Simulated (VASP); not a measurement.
# Sn (I4_1/amd) in VASP: notebook

Aim: see how the results for Sn move with the level of theory and the settings. Levels: LDA, PBE. Tasks: relaxation of cell and atoms.

Program: VASP 6.6.1. These are calculated values, not measurements. Logs are shortened: lines on timing, memory, paths and dates and some standing lists are left out, and cuts for length are marked.

### Step 1. The crystal as given

Symmetry: I4_1/amd, No. 141, tetragonal system. Conventional cell: a = 5.839 Å, b = 5.839 Å, c = 3.188 Å, α = 90.00°, β = 90.00°, γ = 90.00°. Sn (site symmetry -4m2) is surrounded by 6 Sn at 3.03 to 3.19 Å.

### Step 2. Relaxation of cell and atoms, LDA, target pressure 10.9 GPa, at which the enthalpy is minimised

Contents of INCAR:

```
  PREC = Accurate
  ENCUT = 600
  EDIFF = 1E-6
  ISMEAR = 0
  SIGMA = 0.03
  LREAL = False
  LASPH = True
  NELM = 80
  ALGO = Normal
  ISIF = 3
  LWAVE = False
  LCHARG = False
  GGA = CA
  IBRION = 2
  NSW = 90
  EDIFFG = -0.01
  PSTRESS = 109.0
```

Contents of KPOINTS:

```
Automatic mesh
0
Gamma
  12 12 12
```

Contents of POSCAR:

```
Sn
1.0
   -2.9196440750      2.9196440750      1.5938000000
    2.9196440750     -2.9196440750      1.5938000000
    2.9196440750      2.9196440750     -1.5938000000
Sn
2
Direct
    0.0000000000      0.0000000000      0.0000000000
    0.7500000000      0.2500000000      0.5000000000
```

Potentials or basis: VASP PAW LDA potentials, release 64 (Sn_d).

The run is started by

```sh
$ cat potpaw_LDA.64/Sn_d/POTCAR > POTCAR
$ mpirun -np 1 vasp_std > vasp.out
```

OUTCAR:

```text
PREC = Accurate
   ENCUT = 600
   EDIFF = 1E-6
   ISMEAR = 0
   LREAL = False
   LASPH = True
   NELM = 80
   ISIF = 3
   GGA = CA
   IBRION = 2
   NSW = 90
   EDIFFG = -0.01
   PSTRESS = 109.0

 ion  position               nearest neighbor table
   1  0.000  0.000  0.000-   2 3.03   2 3.03   2 3.03   2 3.03
   2  0.750  0.250  0.500-   1 3.03   1 3.03   1 3.03   1 3.03

  LATTYP: Found a body centered tetragonal cell.
 ALAT       =     5.8392881500
 C/A-ratio  =     0.5458884573

  Lattice vectors:

 A1 = (  -2.9196440750,   2.9196440750,   1.5938000000)
 A2 = (   2.9196440750,  -2.9196440750,   1.5938000000)
 A3 = (   2.9196440750,   2.9196440750,  -1.5938000000)

Analysis of symmetry for initial positions (statically):
=====================================================================
 Subroutine PRICEL returns:
 Original cell was already a primitive cell.

 Routine SETGRP: Setting up the symmetry group for a
 body centered tetragonal supercell.

 Subroutine GETGRP returns: Found 16 space group operations
 (whereof  8 operations were pure point group operations)
 out of a pool of 16 trial point group operations.

The static configuration has the point symmetry D_2d.
 The point group associated with its full space group is D_4h.

Analysis of symmetry for dynamics (positions and initial velocities):
=====================================================================
 Subroutine PRICEL returns:
 Original cell was already a primitive cell.

 Routine SETGRP: Setting up the symmetry group for a
 body centered tetragonal supercell.

 Subroutine GETGRP returns: Found 16 space group operations
 (whereof  8 operations were pure point group operations)
 out of a pool of 16 trial point group operations.

The dynamic configuration has the point symmetry D_2d.
 The point group associated with its full space group is D_4h.

 Subroutine INISYM returns: Found 16 space group operations
 (whereof  8 operations are pure point group operations),
 and found     1 'primitive' translations

----------------------------------------------------------------------------------------

                                     Primitive cell

  volume of cell :      54.3443

  direct lattice vectors                    reciprocal lattice vectors
    -2.919644075  2.919644075  1.593800000     0.000000000  0.171253751  0.313715648
     2.919644075 -2.919644075  1.593800000     0.171253751  0.000000000  0.313715648
     2.919644075  2.919644075 -1.593800000     0.171253751  0.171253751  0.000000000

  length of vectors
     4.425928320  4.425928320  4.425928320     0.357414822  0.357414822  0.242189378

  position of ions in fractional coordinates (direct lattice)
     0.000000000  0.000000000  0.000000000
     0.750000000  0.250000000  0.500000000

  ion indices of the primitive-cell ions
   primitive index   ion index
                 1           1
                 2           2

----------------------------------------------------------------------------------------

 KPOINTS: Automatic mesh

Automatic generation of k-mesh.
 Grid dimensions read from file:
 generate k-points for:   12   12   12

 Generating k-lattice:

  Cartesian coordinates                     Fractional coordinates (reciprocal lattice)
     0.000000000  0.014271146  0.026142971     0.083333333 -0.000000000  0.000000000
     0.014271146  0.000000000  0.026142971    -0.000000000  0.083333333  0.000000000
     0.014271146  0.014271146  0.000000000     0.000000000  0.000000000  0.083333333

  Length of vectors
     0.029784569  0.029784569  0.020182448

  Shift w.r.t. Gamma in fractional coordinates (k-lattice)
     0.000000000  0.000000000  0.000000000

 Subroutine IBZKPT returns following result:
 ===========================================

 Found    163 irreducible k-points:

 Following reciprocal coordinates:
            Coordinates               Weight
  0.000000  0.000000  0.000000      1.000000
  0.083333  0.000000  0.000000      8.000000
  0.166667  0.000000 -0.000000      8.000000
  0.250000  0.000000  0.000000      8.000000
  0.333333  0.000000 -0.000000      8.000000
  0.416667  0.000000  0.000000      8.000000
[... 16 lines left out ...]
  0.500000  0.166667  0.000000     16.000000
 -0.416667  0.166667  0.000000     16.000000
 [... further k-points ...]
   k-points           NKPTS =    163   k-points in BZ     NKDIM =    163   number of bands    NBANDS=     18
   number of dos      NEDOS =    301   number of ions     NIONS =      2
   total plane-waves  NPLWV =  46656
   dimension x,y,z NGX =    36 NGY =   36 NGZ =   36
   dimension x,y,z NGXF=    72 NGYF=   72 NGZF=   72
   ions per type =               2
   NGX,Y,Z   is equivalent  to a cutoff of  13.52, 13.52, 13.52 a.u.
   NGXF,Y,Z  is equivalent  to a cutoff of  27.04, 27.04, 27.04 a.u.
 SYSTEM =  unknown system
   PREC   = accura    normal or accurate (medium, high low for compatibility)
   ISTART =      0    job   : 0-new  1-cont  2-samecut
   ICHARG =      2    charge: 1-file 2-atom 10-const
   ISPIN  =      1    spin polarized calculation?
   LNONCOLLINEAR =      F non collinear calculations
   LSORBIT =      F    spin-orbit coupling
   LASPH  =      T    aspherical Exc in radial PAW
   ENCUT  =  600.0 eV  44.10 Ry    6.64 a.u.   8.84  8.84  8.84*2*pi/ulx,y,z
   NELM   =     80;   NELMIN=  2; NELMDL= -5     # of ELM steps
   EDIFF  = 0.1E-05   stopping-criterion for ELM
   LREAL  =      F    real-space projection
   EDIFFG = -.1E-01   stopping-criterion for IOM
   NSW    =     90    number of steps for IOM
   IBRION =      2    ionic relax: 0-MD 1-quasi-New 2-CG
   NFREE  =      1    steps in history (QN), initial steepest desc. (CG)
   ISIF   =      3    stress and relaxation
   ISYM   =      2    0-nonsym 1-usesym 2-fastsym
   POTIM  = 0.5000    time-step for ionic-motion
   TEBEG  =    0.0;   TEEND  =   0.0 temperature during run
   PSTRESS=  109.0 pullay stress
   NELECT =      28.0000    total number of electrons
   NUPDOWN=      -1.0000    fix difference up-down
   EMIN   =  10.00;   EMAX   =-10.00  energy-range for DOS
   EFERMI =   0.00;   METHOD = LEGACY
   ISMEAR =     0;   SIGMA  =   0.03  broadening in eV -4-tet -1-fermi 0-gaus
   EFERMI_NEDOS =   21; number of points for ismear=-14 and -15
   IALGO  =     38    algorithm
   IMIX   =      4    mixing-type and parameters
     AMIX     =   0.40;   BMIX     =  1.00
     AMIX_MAG =   1.60;   BMIX_MAG =  1.00
  volume/ion in A,a.u.               =      27.17       183.37
  Fermi-wavevector in a.u.,A,eV,Ry     =   1.312430  2.480134 23.435677  1.722474
  Thomas-Fermi vector in A             =   2.442823
   LORBIT       =      0    0 simple, 1 ext, 2 COOP (PROOUT), +10 PAW based schemes
   GGA     = CA    functional components
   LHFCALC =     F    Hartree Fock is set to
   AEXX    =    0.0000 exact exchange contribution
   IVDW    =     0    specifies the selected vdW correction
   LEPSILON=     F    determine dielectric tensor
   LRPA    =     F    only Hartree local field effects (RPA)
 conjugate gradient relaxation of ions
 non-spin polarized calculation
 Gauss-broadening in eV      SIGMA  =   0.03
  energy-cutoff  :      600.00
  volume of cell :       54.34
 maximum number of plane-waves:      1838
   NGX = 17   NGY = 17   NGZ = 17

--------------------------------------- Ionic step        1  -------------------------------------------

 number of electron      27.9999999 magnetization

 Free energy of the ion-electron system (eV)
  ---------------------------------------------------
  ext. energy  EPLUGINS =         0.00000000
  ---------------------------------------------------
  free energy    TOTEN  =        -8.96816163 eV

  energy without entropy =       -8.96768188  energy(sigma->0) =       -8.96792175

------------------------ aborting loop because EDIFF is reached ----------------------------------------

  FORCE on cell =-STRESS in cart. coord.  units (eV):
  Direction    XX          YY          ZZ          XY          YZ          ZX
  --------------------------------------------------------------------------------------
  -------------------------------------------------------------------------------------
  Total       -0.6630820     -0.6630820     -0.7445763      0.0000000     -0.0000000      0.0000000
  in kB      -19.5489846    -19.5489846    -21.9515996      0.0000000     -0.0000000      0.0000000
  external PRESSURE =    -129.3498563 kB  Pullay stress =     109.0000000 kB
[... 93 lines left out ...]
  FREE ENERGIE OF THE ION-ELECTRON SYSTEM (eV)
  ---------------------------------------------------
  free  energy   TOTEN  =        -8.8029107142 eV

  energy  without entropy=       -8.8024217387  energy(sigma->0) =       -8.80266623

  enthalpy is  TOTEN    =        -5.6624270239 eV   P V=        3.1404836903

[... ionic steps 4 to 10 ...]

--------------------------------------- Ionic step       11  -------------------------------------------

 number of electron      28.0000001 magnetization

 E-fermi :  10.0325     XC(G=0): -11.3732

 val. band max:       10.0133546252   @ k =   0.3333   0.0833   0.0833
 cond. band min:      10.0482437980   @ k =   0.3333   0.1667   0.0000
 fundamental gap:      0.0348891728
 Fermi energy:        10.0324609144

 k-point     1 :       0.0000    0.0000    0.0000
  band No.  band energies     occupation
      1     -11.8851      2.00000
      2     -11.7686      2.00000
      3     -11.6999      2.00000
      4     -11.6949      2.00000
      5     -11.4011      2.00000
      6     -11.4011      2.00000
[... 10 lines left out ...]
     17      16.8706      0.00000
     18      18.2878      0.00000
[... 466 lines left out ...]
      2     -11.6351      2.00000
      3     -11.6079      2.00000
      4     -11.5779      2.00000
      5     -11.4975      2.00000
      6     -11.4571      2.00000
[... 10 lines left out ...]
     17      13.3537      0.00000
     18      16.0139      0.00000

 [... further k-points ...]
[... 5 lines left out ...]
  --------------------------------------------------------------------------------------
  -------------------------------------------------------------------------------------
  Total        3.2268247      3.2268247      3.2076773      0.0000000      0.0000000      0.0000000
  in kB      112.9315317    112.9315317    112.2614147      0.0000000      0.0000000      0.0000000
  external PRESSURE =       3.7081593 kB  Pullay stress =     109.0000000 kB
[... 61 lines left out ...]
  enthalpy is  TOTEN    =        -5.6645841873 eV   P V=        3.1394070358

--------------------------------------- Ionic step       13  -------------------------------------------

 number of electron      28.0000000 magnetization

 Free energy of the ion-electron system (eV)
  ---------------------------------------------------
  ext. energy  EPLUGINS =         0.00000000
  ---------------------------------------------------
  free energy    TOTEN  =        -8.78943618 eV

  energy without entropy =       -8.78913174  energy(sigma->0) =       -8.78928396

 E-fermi :   9.9827     XC(G=0): -11.3572

 val. band max:        9.9640729351   @ k =   0.3333   0.0833   0.0833
 cond. band min:       9.9998256094   @ k =   0.3333   0.1667   0.0000
 fundamental gap:      0.0357526743
 Fermi energy:         9.9827408421

 k-point     1 :       0.0000    0.0000    0.0000
  band No.  band energies     occupation
      1     -11.9240      2.00000
      2     -11.8090      2.00000
      3     -11.7400      2.00000
      4     -11.7357      2.00000
      5     -11.4443      2.00000
      6     -11.4443      2.00000
[... 10 lines left out ...]
     17      16.8050      0.00000
     18      18.2190      0.00000
[... 466 lines left out ...]
      2     -11.6761      2.00000
      3     -11.6492      2.00000
      4     -11.6193      2.00000
      5     -11.5398      2.00000
      6     -11.4998      2.00000
[... 10 lines left out ...]
     17      13.2974      0.00000
     18      15.9543      0.00000

 [... further k-points ...]
[... 5 lines left out ...]
  --------------------------------------------------------------------------------------
  -------------------------------------------------------------------------------------
  Total        3.1298893      3.1298893      3.1308377      0.0000000     -0.0000000      0.0000000
  in kB      109.1882521    109.1882521    109.2213374      0.0000000     -0.0000000      0.0000000
  external PRESSURE =       0.1992805 kB  Pullay stress =     109.0000000 kB
[... 17 lines left out ...]
  FREE ENERGIE OF THE ION-ELECTRON SYSTEM (eV)
  ---------------------------------------------------
  free  energy   TOTEN  =        -8.7894361821 eV

  energy  without entropy=       -8.7891317360  energy(sigma->0) =       -8.78928396

  enthalpy is  TOTEN    =        -5.6649431550 eV   P V=        3.1244930272

 reached required accuracy - stopping structural energy minimisation
```

It took 15 min on 1 thread of Intel Xeon Platinum 8488C (Sapphire Rapids), shared host; peak memory 0.31 GiB.

What came out:

```
Free energy                                            : -8.7894 eV
Relaxed volume                                         : 22.96 Å³/atom
Relaxed cell                                           : a = 4.200 Å, b = 4.200 Å, c = 4.200 Å, α = 97.22°, β = 97.22°, γ = 138.47°
Space group after relaxing (to 0.05 Å)                 : I4_1/amd (No. 141)
Energy change on relaxing (the enthalpy is what falls) : +89.4 meV/atom
Ionic steps                                            : 13
Pressure after relaxing                                : 10.9 GPa
Band gap on the k mesh                                 : none (metal or under the smearing width)
```

The path:
```csv
step,energy change (eV),largest force (eV/Å),pressure (GPa),volume (Å³)
1,0.0000,0.0000,-2.03,54.34
2,1.1548,0.0000,36.92,38.85
3,0.1653,0.0000,10.41,46.16
4,0.1767,0.0000,10.82,45.99
5,0.1875,0.0000,11.20,45.83
6,0.1878,0.0000,11.13,45.80
7,0.1885,0.0000,11.21,45.79
8,0.1929,0.0000,11.25,45.75
9,0.1887,0.0000,11.30,45.78
10,0.1902,0.0000,11.26,45.77
11,0.1889,0.0000,11.27,45.78
12,0.1642,0.0000,10.38,46.15
13,0.1787,0.0000,10.92,45.93
```

Final structure:
```
Sn
1.0
    -2.77681    2.77681    1.48906
     2.77681   -2.77681    1.48906
     2.77681    2.77681   -1.48906
Sn
2
Cartesian
  0.0000 0.0000 0.0000
  0.0000 2.7768 0.7445
```

Caveat: the cell is relaxed towards a set pressure, so the enthalpy falls and the energy may rise; the volume moved by over 15 % at a fixed basis, so the end points are rough.

(Part 1 of 3 ends here.)
